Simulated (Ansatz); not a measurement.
NaCl in the zincblende structure, relaxed with r2SCAN in Ansatz 0.2.0: the symmetry is F-43m (No. 216, cubic); conventional cell a = 6.175 Å, 29.43 Å³ an atom. Around Na lie 4 Cl at 2.67 Å; around Cl lie 4 Na at 2.67 Å. The cell was then strained (x, y and z are the cube axes), with the atoms relaxed again; stress is positive in compression. The cell comes from a prototype generator: it can be a known phase or a hypothetical one. Spin polarisation is off.

- Uniaxial +1.03 % along z, other directions held: r2SCAN's stress changes by -0.20 GPa along the strain and -0.18 GPa across it.
- Isotropic -0.77 % on every length: the pressure changes by +0.46 GPa, and the HSE06 gap (Γ) goes from 6.246 to 6.307 eV.
- Epitaxial strain of -0.58 % in the (001) plane: the free normal strain is +1.11 % and the in-plane stress changes by +0.02 GPa.
- Uniaxial strain of -1.23 % along [111], atoms relaxed: the xy stress changes by +0.042 GPa.
- That strain splits the valence top at Γ by 0.032 eV (r2SCAN).

Q: Estimate C₁₁, C₁₂ and the bulk modulus from the uniaxial step.

A: With compression positive, C₁₁ ≈ −Δσ∥/ε = (+0.20)/(+0.0103) = 19 GPa and C₁₂ ≈ (+0.18)/(+0.0103) = 17 GPa; B = (C₁₁ + 2C₁₂)/3 = 18 GPa. A one-sided step carries third-order terms: it reads low by some per cent.

Q: What bulk modulus does the isotropic step give?

A: Δ ln V = 3 ln(0.9923) = -0.0232, so B ≈ −ΔP/Δ ln V = 20 GPa, against 18 GPa from C₁₁ and C₁₂; one-sided steps of finite size carry third-order terms.

Q: Give the volume deformation potential of that gap and its pressure coefficient.

A: a_V = ΔE_g/Δ ln V = (+0.061)/(-0.0232) = -2.63 eV; dE_g/dP = −a_V/B = +133 meV/GPa, with HSE06's gap and r2SCAN's modulus.

Q: What do the film's normal strain and stress say about the elastic constants?

A: ε⊥/ε∥ = (+0.0111)/(-0.0058) = -1.91, which linear elasticity sets to −2C₁₂/C₁₁ = -1.80 from the uniaxial step. The biaxial modulus is M = −Δσ/ε∥ = 3 GPa (C₁₁ + C₁₂ − 2C₁₂²/C₁₁ = 5 GPa).

Q: How much elastic energy does the film store, with 29.43 Å³ an atom?

A: u = M ε∥² = −Δσ ε∥ = -0.02 × (-0.0058) = 0.0001 GPa, and 1 GPa Å³ is 6.2415 meV: 0.02 meV an atom. The total energies of the two runs differ by 0.04 meV an atom.

Q: Estimate C₄₄.

A: A strain ε along [111] has ε_xy = ε/3 = -0.00410, an engineering shear of 2ε/3, so C₄₄ ≈ −Δσ_xy/(2ε/3) = 5 GPa, atoms relaxed.

Q: Extract the deformation potential d.

A: Without spin-orbit coupling the splitting is 3√3 |d| ε_xy = √3 |d| |ε|, so |d| = 0.032/(1.732 × 0.0123) = 1.50 eV.

The meshes of the hybrids are coarse, so their gaps aren't converged to the digits shown.
